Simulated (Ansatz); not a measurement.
# TiO2 — ¹⁷O NMR of the central transition

Cell: a computed structure from the Materials Project (it need not be an observed phase), taken as it stands.

```cif
data_TiO2
_symmetry_space_group_name_H-M 'C2/m'
_symmetry_Int_Tables_number 12
_cell_length_a 12.3072
_cell_length_b 3.7669
_cell_length_c 6.6162
_cell_angle_alpha 90.000
_cell_angle_beta 106.945
_cell_angle_gamma 90.000
loop_
_atom_site_label
_atom_site_type_symbol
_atom_site_symmetry_multiplicity
_atom_site_Wyckoff_symbol
_atom_site_fract_x
_atom_site_fract_y
_atom_site_fract_z
Ti1 Ti 4 i 0.8047 0.0000 0.7162
Ti2 Ti 4 i 0.0999 0.0000 0.7104
O5 O 4 i 0.0584 0.0000 0.3700
O6 O 4 i 0.6381 0.0000 0.7066
O7 O 4 i 0.1328 0.0000 0.0047
O9 O 4 i 0.7365 0.0000 0.3475
```

One atom of each set is listed; the run and its k-mesh use a cell of 12 atoms with edges of 6.44, 6.44, 6.62 Å.

All values are calculated (Ansatz; DFT, PBE, plane waves and PAW (field gradients read without the response of the frozen cores, which leaves them typically 4 to 6 % off), scalar-relativistic, 420 eV cutoff, Γ-centred 7×7×4 k-points, Fermi–Dirac smearing 0.02 eV), not measured.

¹⁷O has I = 5/2 and Q = -25.58 mb (Pyykkö 2018); at 21.1 T its Larmor frequency is ν₀ = 121.8 MHz. Only the quadrupole interaction is simulated: positions count from each site's isotropic chemical shift, and J coupling is left out, as are shift anisotropy and dipolar coupling, which fast spinning averages.

(1) What does the ¹⁷O spectrum (fast magic-angle spinning) show for each site?

Results:

(1) 

```json
{"site": "O5", "first shell": "3 Ti at 1.86–2.16 Å", "C_Q (MHz)": "-1.09", "η": "0.07", "P_Q (MHz)": "1.09", "δ_QIS (ppm)": "-0.484", "breadth (kHz)": "0.129"}
{"site": "O6", "first shell": "3 Ti at 1.94–2.03 Å", "C_Q (MHz)": "-1.78", "η": "0.86", "P_Q (MHz)": "1.98", "δ_QIS (ppm)": "-1.59", "breadth (kHz)": "0.435"}
{"site": "O7", "first shell": "2 Ti at 1.78–1.87 Å, angle 168°", "C_Q (MHz)": "-0.766", "η": "0.69", "P_Q (MHz)": "0.824", "δ_QIS (ppm)": "-0.274", "breadth (kHz)": "0.0768"}
{"site": "O9", "first shell": "4 Ti at 1.96–2.34 Å", "C_Q (MHz)": "-1.20", "η": "0.99", "P_Q (MHz)": "1.38", "δ_QIS (ppm)": "-0.774", "breadth (kHz)": "0.207"}
```

δ_QIS = −(ν_Q²/30ν₀²)[I(I+1) − 3/4](1 + η²/3) × 10⁶ ppm with ν_Q = 3|C_Q|/[2I(2I−1)]; it falls as 1/B₀² in ppm, and the breadth as 1/B₀ in kHz.

At O7 V_zz points along the line of its two bonds (within 5°).
